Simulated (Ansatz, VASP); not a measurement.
**Two plane-wave programs on H**

```
CELL_PARAMETERS angstrom
2.62348 -2.56690 0.00000
2.62348 2.56690 0.00000
0.00000 0.00000 4.14182
ATOMIC_POSITIONS crystal
H 0.95330 0.04670 0.06851
H 0.45330 0.54670 0.43149
H 0.54670 0.45330 0.56851
H 0.04670 0.95330 0.93149
```

Alike in both runs: task single point; functional LDA; k mesh 6 × 6 × 6; occupations gaussian, width 0.02 eV; no spin polarisation.

|  | VASP | Ansatz |
| --- | --- | --- |
| version | VASP 6.6.1 | Ansatz 0.2.0 |
| potentials or method | VASP PAW LDA potentials, release 64 (H) | scalar-relativistic, plane waves, PAW |
| plane-wave cutoff (eV) | 520 | 420 |
| valence electrons in the cell | 4 | 4 |

|  | VASP | Ansatz | Ansatz less VASP |
| --- | --- | --- | --- |
| gap on the k mesh at the Fermi level (eV) | 8.69 | 8.69 | +0.005 |
| least direct gap on the mesh (eV) | 9.35 | 9.36 | +0.005 |
| pressure (GPa) | 0.6 | 0.7 | +0.15 |
| largest component of the traceless stress (GPa) | 1.26 | 1.26 | -0.002 |
| rms of the force components (eV/Å) | 0.533 | 0.528 | -0.0054 |

Atom by atom the forces differ by 0.005 eV/Å (rms over components).

A k mesh can miss the band edges. LDA gaps usually lie below the measured ones, often by a third to a half.
